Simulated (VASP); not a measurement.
Wanted: the native input for a VASP 6.6.1 run.

| Item | Value |
| --- | --- |
| Task | single point |
| Functional | RPBE |
| Potentials or basis | VASP PAW PBE potentials, release 64 (Sr_sv) |
| Cutoff | 520 eV |
| k mesh | 15 × 15 × 15 |
| Occupations | fermi-dirac, width 0.1 eV |
| Spin | no spin polarisation |
| Dipole correction | no |
| Further INCAR settings | ALGO = Normal; EDIFF = 1e-06; NBANDS = 11 |

The structure of Sr lies in POSCAR:

```
Sr
1.0
   -2.4373892368      2.4373892368      2.4373892368
    2.4373892368     -2.4373892368      2.4373892368
    2.4373892368      2.4373892368     -2.4373892368
Sr
1
Direct
    0.0000000000      0.0000000000      0.0000000000
```

This isn't the form of Sr at room conditions, which is fcc.

The input as run:

INCAR

```
SYSTEM = Sr
  PREC = Accurate
  ENCUT = 520
  EDIFF = 1E-6
  ISMEAR = -1
  SIGMA = 0.1
  LREAL = .FALSE.
  LASPH = .TRUE.
  NELM = 80
  ALGO = Normal
  ISIF = 2
  LWAVE = .FALSE.
  LCHARG = .FALSE.
  GGA = RP
  NBANDS = 11
```

KPOINTS

```
Automatic mesh
0
G
  15 15 15
  0 0 0
```

Potentials or basis: VASP PAW PBE potentials, release 64 (Sr_sv).

Launch:

```bash
$ cat potpaw_PBE.64/Sr_sv/POTCAR > POTCAR
$ mpirun -np 1 vasp_std > vasp.out
```

Results of the run:

The pressure is 0.0 GPa and the band gap on the k mesh is none (metal or under the smearing width).

Caveat: the PAW data sets were made with another functional, which shifts forces and pressure a little.

Wall time 34 s on 1 thread of Intel(R) Xeon(R) Platinum 8488C (Sapphire Rapids), with other jobs on the host, peak memory 0.22 GiB.
